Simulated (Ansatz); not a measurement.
# Be: one crystal by all-electron and frozen-core methods

Does the method matter for Be? The same cell, functional and mesh are run with LAPW, all electrons, PAW with frozen cores and datasets made for this crystal.

This is Be in the bcc structure; at room conditions it is hcp.

Program: Ansatz 0.2.0. Level of theory: DFT PBE, scalar-relativistic. These are calculated values, not measurements.

## (1) Starting point

It takes space group Im-3m (No. 229, cubic). Conventional cell: a = 2.506 Å, b = 2.506 Å, c = 2.506 Å, α = 90.00°, β = 90.00°, γ = 90.00°. Be (site symmetry m-3m) is surrounded by 8 Be at 2.17 Å.

Structure file:

```
Be
1.0
    -1.25312    1.25312    1.25312
     1.25312   -1.25312    1.25312
     1.25312    1.25312   -1.25312
Be
1
Cartesian
  0.0000 0.0000 0.0000
```

The cell is one relaxed in the Materials Project, used as it stands.

## (2) LAPW, all electrons

input.yaml reads:

```yaml
crystal:
  lattice:
    - [-1.2531209513, 1.2531209513, 1.2531209513]
    - [1.2531209513, -1.2531209513, 1.2531209513]
    - [1.2531209513, 1.2531209513, -1.2531209513]
  atoms:
    - { symbol: Be, position: [0.0, 0.0, 0.0] }
kpoints:
  mp_grid: { grid: [23, 23, 23] }
  band_path:
    path:
      - [0.0, 0.0, 0.0]
      - [0.5, -0.5, 0.5]
      - [0.0, 0.0, 0.5]
      - [0.0, 0.0, 0.0]
      - [0.25, 0.25, 0.25]
      - [0.5, -0.5, 0.5]
      - [0.25, 0.25, 0.25]
      - [0.0, 0.0, 0.5]
    npoints: 14
scf:
  occupations: { method: fermi_dirac, width: 0.03 }
hamiltonian:
  xc: pbe
  pseudopotentials: { kind: all_electron, lapw: { basis_error: 0.00025 } }
output:
  forces: true
  stress: true
  eigenvalues: true
  fatbands: true
  populations: true
  dos: { projected: true, de: 0.2, e_range: [-14, 8] }
```

Command:

```
$ ansatz run input.yaml --threads 1 --pin off --max-ram 2048MiB --backend cpu --events-out ev --progress --plain --runs-dir out
```

## (3) PAW with frozen cores

Edit input.yaml of step 2 so:

```diff
@@ -24,3 +24,3 @@
   xc: pbe
-  pseudopotentials: { kind: all_electron, lapw: { basis_error: 0.00025 } }
+  pseudopotentials: { kind: paw }
 output:
@@ -29,4 +29,9 @@
   eigenvalues: true
-  fatbands: true
+  efg: { contact_densities: true }
   populations: true
+  bader: true
   dos: { projected: true, de: 0.2, e_range: [-14, 8] }
+  write_density: true
+  write_potential: true
+  elf: true
+  volumetric_format: npy
```

## (4) Datasets made for this crystal

Edit input.yaml of step 3 so:

```diff
@@ -19,3 +19,3 @@
       - [0.0, 0.0, 0.5]
-    npoints: 14
+    npoints: 8
 scf:
@@ -24,3 +24,3 @@
   xc: pbe
-  pseudopotentials: { kind: paw }
+  pseudopotentials: { kind: all_electron, datasets: crystal }
 output:
@@ -30,8 +30 @@
   efg: { contact_densities: true }
-  populations: true
-  bader: true
-  dos: { projected: true, de: 0.2, e_range: [-14, 8] }
-  write_density: true
-  write_potential: true
-  elf: true
-  volumetric_format: npy
```

(Steps that only read results are left out.)

**Question.** What will these runs give? Wanted: pressure; gap; highest ELF.

**Answer**, as computed:

| quantity | value |
| --- | --- |
| pressure | LAPW -0.90, PAW -0.87, crystal datasets -0.90 GPa |
| gap (LAPW) | none |
| highest ELF (PAW) | 0.62, 1.40 Å from Be |

In words: The pressure of -0.9 GPa pushes the cell to shrink, with the atoms held in place. Bands cross the Fermi level: the crystal is a metal at this level. PAW lies +0.03 GPa from LAPW in pressure.
